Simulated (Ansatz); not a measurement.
ScAl at 15 GPa (stress–strain coefficients): relaxed-ion elastic tensor

Level of theory: DFT PBEsol, scalar-relativistic, plane waves, PAW in Ansatz. Plane waves to 420 eV; Γ-centred k mesh 14×14×14; Fermi-Dirac smearing of 0.15 eV. No spin polarisation.

The cell, relaxed at 15 GPa:
```
Sc Al
1.0
     3.19400    0.00000    0.00000
     0.00000    3.19400    0.00000
     0.00000    0.00000    3.19400
Sc Al
1 1
Cartesian
  1.5970 1.5970 1.5970
  0.0000 0.0000 0.0000
```

In a metal, frequencies and elastic constants depend on the k mesh and the smearing, soft modes and shear constants most. Other phases may be more stable at this pressure.

**Question.** Give the relaxed-ion elastic constants (GPa, Voigt order xx yy zz yz xz xy, on the axes of the cell above).

**Answer.**
C11 = 162.6, C12 = 121.9, C13 = 121.9, C22 = 162.6, C23 = 121.9, C33 = 162.6, C44 = 135.1, C55 = 135.1, C66 = 135.1 GPa; the others vanish.

**Question.** Is the crystal stable against homogeneous strain?

**Answer.** Yes: the least eigenvalue of the tensor is 40.7 GPa.

**Question.** And the moduli of a polycrystal (Hill averages)?

**Answer.** B = 135 GPa, G = 65 GPa, E = 169 GPa, ν = 0.29.

Whether ScAl exists in this form wasn't checked.

Cost: 1 run of about 1.1 core-minutes, on Arm Neoverse V1 (shared hosts).